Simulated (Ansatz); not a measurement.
NaI in the wurtzite structure (no longer in that coordination), relaxed with r2SCAN, was run in Ansatz 0.2.0 under altered settings. All numbers are computed, without spin polarisation but where a row says otherwise.

```yaml
crystal:
  lattice:
    - [5.41648, 0.00000, 0.00000]
    - [-2.70824, 4.69081, 0.00000]
    - [0.00000, 0.00000, 6.45918]
  atoms:
    - { symbol: Na, position: [0.33333, 0.66667, 0.93745] }
    - { symbol: Na, position: [0.66667, 0.33333, 0.43745] }
    - { symbol: I, position: [0.33333, 0.66667, 0.43755] }
    - { symbol: I, position: [0.66667, 0.33333, 0.93755] }
```

The base run's other keys:
```yaml
kpoints:
  mp_grid: { grid: [6, 6, 2] }
hamiltonian:
  xc: hse06
scf:
  occupations: { method: fixed }
  n_extra_bands: 5
```

It takes 13 iterations with 3123 plane waves at 420 eV and 14 k points, and leaves a mean stress of +0.17 GPa. The gap over this mesh is 4.538 eV. It ran on 4 threads of Arm Neoverse N1, on a shared host.

Outcomes, with energy and stress as changes against the base:
```csv
setting,outcome,ΔF (meV/atom),Δ mean stress (GPa),gap on the mesh (eV),iterations,wall time
"PBE hybrid, exx coeff 0.35, omega 0.3 1/Å",converged,–,-0.1,4.650,13,72 s
"PBE hybrid, exx coeff 0.2, omega 0.1 1/Å",converged,–,0.0,4.598,13,70 s
scf.n_extra_bands: 1,converged,0.0,0.0,4.538,14,69 s
```
A dash marks a value that wasn't obtained or can't be compared. Stress is positive in compression. The base took 71 s. The base's mesh is coarse for a hybrid, so its own values aren't converged.

- PBE hybrid, exx coeff 0.35, omega 0.3 1/Å. That is 35 % exact exchange, screened with ω = 0.3 1/Å, against HSE06's 25 % screened at 0.208 1/Å. The mean stress moves by -0.1 GPa and the gap on the mesh by +0.112 eV (to 4.650). Totals of different functionals aren't comparable.
- PBE hybrid, exx coeff 0.2, omega 0.1 1/Å. That is 20 % exact exchange, screened with ω = 0.1 1/Å, against HSE06's 25 % screened at 0.208 1/Å. The mean stress moves by 0.0 GPa and the gap on the mesh by +0.060 eV (to 4.598). Totals of different functionals aren't comparable. The program warns that on this mesh the truncation of the exchange isn't bounded, so part of the change can be an error of the mesh.

Within 1 meV an atom, 0.1 GPa and 0.005 eV of the base stay: scf.n_extra_bands: 1.

No spin-orbit coupling is included; it can move band edges with weight on the heavy atoms by tenths of an eV.

The program warns that its thresholds are loose for a hybrid's stress.

The meshes of the hybrids are coarse, so their gaps aren't converged to the digits shown.
